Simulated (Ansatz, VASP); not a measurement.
**Two plane-wave programs on Fe**

File INCAR:

```
SYSTEM = Fe
ALGO = Normal
EDIFF = 1E-7
ENCUT = 520
ISIF = 2
ISMEAR = -1
ISPIN = 2
LASPH = .TRUE.
LCHARG = .FALSE.
LMAXMIX = 4
LORBIT = 11
LREAL = .FALSE.
LWAVE = .FALSE.
MAGMOM = 1.988
NBANDS = 14
NELM = 150
PREC = Accurate
SIGMA = 0.05
```

Contents of KPOINTS:

```
k-points
0
G
  6 6 6
  0 0 0
```

File POSCAR:

```
Fe
1.0
   -1.3745984210      1.3745984210      1.3745984210
    1.3745984210     -1.3745984210      1.3745984210
    1.3745984210      1.3745984210     -1.3745984210
Fe
1
Direct
    0.0000000000      0.0000000000      0.0000000000
```

Input for Ansatz:

```yaml
crystal:
  lattice:
    - [-1.374598421, 1.374598421, 1.374598421]
    - [1.374598421, -1.374598421, 1.374598421]
    - [1.374598421, 1.374598421, -1.374598421]
  atoms:
    - { symbol: Fe, position: [0.0, 0.0, 0.0], spin: 1.988 }
hamiltonian:
  xc: lda
  pseudopotentials:
    kind: paw
    azcp:
      Fe: "pseudopotentials/Fe.paw.azcp"
basis:
  ecutwfc: 420
  fft_grid_basis: typed
kpoints:
  mp_grid: { grid: [6, 6, 6], shift: [0, 0, 0] }
magnetization:
  spin_polarized: true
scf:
  occupations: { method: fermi_dirac, width: 0.05 }
  lower_state_search: "off"
output:
  stress: true
```

Alike in both runs: task single point; functional LDA; k mesh 6 × 6 × 6; occupations fermi-dirac, width 0.05 eV; collinear spin.

|  | VASP | Ansatz |
| --- | --- | --- |
| version | VASP 6.6.1 | Ansatz 0.2.0 |
| potentials or method | VASP PAW LDA potentials, release 64 (Fe) | plane waves (420 eV) with PAW, scalar-relativistic |
| plane-wave cutoff (eV) | 520 | 420 |
| valence electrons in the cell | 8 | 16 |

```tsv
	VASP	Ansatz	Ansatz less VASP
pressure (GPa)	1.7	3.1	+1.47
net moment per atom (μB)	2.10	2.16	+0.060
size of the moment on the site where the two differ most (μB)	2.06	2.16	+0.092
```

Site moments also hang on the region over which each program counts them. The two sets of potentials don't hold the same shells in valence. Ansatz warned: «pseudo_functional_mismatch».

Caveats: the k mesh is coarse (spacing up to 0.54 Å⁻¹), so the values aren't converged.
